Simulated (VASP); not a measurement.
Wanted: the native input for a VASP 6.6.1 run.

- Task: single point
- Functional: PBE
- Dispersion: D3(BJ)
- Potentials or basis: VASP PAW PBE potentials, release 64 (C, N, H)
- Cutoff: 520 eV
- k mesh: 1 × 1 × 1
- Occupations: fermi-dirac, width 0.05 eV
- Spin: no spin polarisation
- Dipole correction: no
- Further INCAR settings: LREAL = Auto; ALGO = Fast; EDIFF = 1e-07; NBANDS = 72

The structure of H3C2N lies in POSCAR:

```
H3C2N
1.0
    8.3116590000      0.0000000000      0.0000000000
    0.0000000000      8.3116590000      0.0000000000
    0.0000000000      0.0000000000      8.3116590000
C N H
12 6 18
Direct
    0.9196063985      0.7792831060      0.4247738105
    0.8957027871      0.7577705044      0.5965303361
    0.5821516803      0.5408074065     -0.0334969569
    0.4288608556      0.5610167106     -0.1139661172
    0.6049547270      0.1125093880      0.3629004792
    0.5865288199      0.1402734946      0.5344407830
    0.2679454817      0.4383877466      0.4498422169
    0.4197820791      0.5149564485      0.4090241213
    0.2365269758      0.9631649917      0.9057847873
    0.2538410333      0.9233804603      1.0750350331
    0.9677568549      0.3578062920      0.8608301245
    0.9580616154      0.3256157273      1.0323561654
    0.8769155457      0.7392294316      0.7339788128
    0.3059229803      0.5762716191     -0.1791242938
    0.5712130424      0.1641426861      0.6715071685
    0.5420036462      0.5742486476      0.3755721301
    0.2674231763      0.8910387867      1.2105383794
    0.9490620228      0.2995649770      1.1697963749
    0.8962399542      0.9050139369      0.3913371112
    1.0445897753      0.7515119059      0.3909733242
    0.8356076122      0.7006416289      0.3588516730
    0.6722743468      0.6217254482     -0.0873757144
    0.5703860111      0.5674151625      0.0956646643
    0.6222366917      0.4156163825     -0.0486121111
    0.5047418699      0.1688183669      0.2976061774
    0.7188911034      0.1648266693      0.3197622692
    0.6008789817     -0.0173200808      0.3374229577
    0.1885464670      0.4303613147      0.3444214409
    0.2912940276      0.3165131880      0.4955442624
    0.2094784732      0.5070936508      0.5464779180
    0.1519981823      1.0648974679      0.8924738513
    0.3541084228      0.9979098907      0.8533532486
    0.1888237641      0.8577753670      0.8406533783
    0.9299208884      0.4820130600      0.8355202267
    1.0929123071      0.3466278376      0.8199821091
    0.8897343987      0.2738579784      0.7944961578
```

The cell was built by a generator and needn't be a form met in nature.

One way to write it, as run:

INCAR

```
ALGO = Fast
EDIFF = 1E-7
ENCUT = 520
GGA = PE
ISIF = 2
ISMEAR = -1
IVDW = 12
LASPH = T
LCHARG = F
LREAL = Auto
LWAVE = F
NBANDS = 72
NELM = 80
PREC = Accurate
SIGMA = 0.05
```

KPOINTS

```
k-points
0
Gamma
  1 1 1
```

Potentials or basis: VASP PAW PBE potentials, release 64 (C, N, H).

Command:

```bash
$ cat potpaw_PBE.64/C/POTCAR potpaw_PBE.64/N/POTCAR potpaw_PBE.64/H/POTCAR > POTCAR
$ mpirun -np 1 vasp_gam > vasp.out
```

It gave:

```yaml
Pressure: -0.4 GPa
Largest_force: 0.360 eV/Å
Band_gap_on_the_k_mesh: 6.44 eV, direct
Dispersion_energy_per_atom: -0.039 eV
```

Caveat: the standard files for N, O and F lose accuracy on very short bonds.

Run time: 73 s on 1 thread of Intel(R) Xeon(R) Platinum 8559C (Emerald Rapids) (shared host), peak memory 0.56 GiB.
